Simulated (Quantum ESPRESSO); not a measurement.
SnSe:

```
CELL_PARAMETERS angstrom
0.00000 3.01000 3.01000
3.01000 0.00000 3.01000
3.01000 3.01000 0.00000
ATOMIC_POSITIONS crystal
Sn 0.00000 0.00000 0.00000
Se 0.50000 0.50000 0.50000
```

Measurements of this composition are mostly on another form, of space group No. 62.

Base run:

```yaml
Program: Quantum ESPRESSO 7.5
Functional: AM05
Potentials_or_basis: SG15 PBE 1.2
Cutoff: 952 eV
Density_cutoff: 3810 eV
k_mesh: 8 × 8 × 8
Occupations: fermi-dirac, width 0.05 eV
Spin: no spin polarisation
```

Its results: pressure -1.3 GPa.

**Question.** After a change of settings the same cell gave: pressure 1.9 GPa. Which change was it?
A. functional from AM05 to PBE
B. functional from AM05 to rPW86PBE; dispersion from none to rVV10
C. functional from AM05 to r2SCAN; k mesh from 8 × 8 × 8 to 6 × 6 × 6
D. functional from AM05 to PBEsol

**Answer.** B.

Caveats: the potentials were made for another functional, which shifts forces and pressure.
